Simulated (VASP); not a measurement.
## Nb: single point with r2SCAN

Nb:

```
Nb
1.0
     0.00000    2.11500    2.11500
     2.11500    0.00000    2.11500
     2.11500    2.11500    0.00000
Nb
1
Direct
  0.00000 0.00000 0.00000
```

This isn't the form of Nb at room conditions, which is bcc.

```yaml
Program: VASP 6.6.1
Task: single point
Functional: r2SCAN
Potentials_or_basis: VASP PAW PBE potentials, release 64 (Nb_sv)
Cutoff: 520 eV
k_mesh: 8 × 8 × 8
Occupations: gaussian, width 0.1 eV
Spin: no spin polarisation
Dipole_correction: no
Further_INCAR_settings: ALGO = Normal; EDIFF = 1e-06; NBANDS = 12
```

* Pressure: -2.8 GPa
* Band gap on the k mesh: none (metal or under the smearing width)

Levels at points of the mesh, in eV from the Fermi level:
```csv
k point,band 2,band 3,band 4,band 5,band 6,band 7,band 8,band 9,band 10,band 11
"(0.00, 0.00, 0.00)",-31.31,-31.31,-31.31,-6.62,0.12,0.12,0.12,2.91,2.91,12.19
"(0.50, 0.00, 0.00)",-32.54,-31.47,-31.47,-4.05,-0.02,-0.02,1.19,4.83,4.83,10.87
"(0.50, 0.50, 0.00)",-32.46,-31.74,-31.74,-4.22,-3.51,3.55,4.89,5.35,5.35,11.76
```

Run time: 9.7 s on 1 thread of Intel(R) Xeon(R) 6975P-C (Granite Rapids) (shared host), peak memory 0.14 GiB.

Caveat: the PAW data sets were made with another functional, which shifts forces and pressure a little.
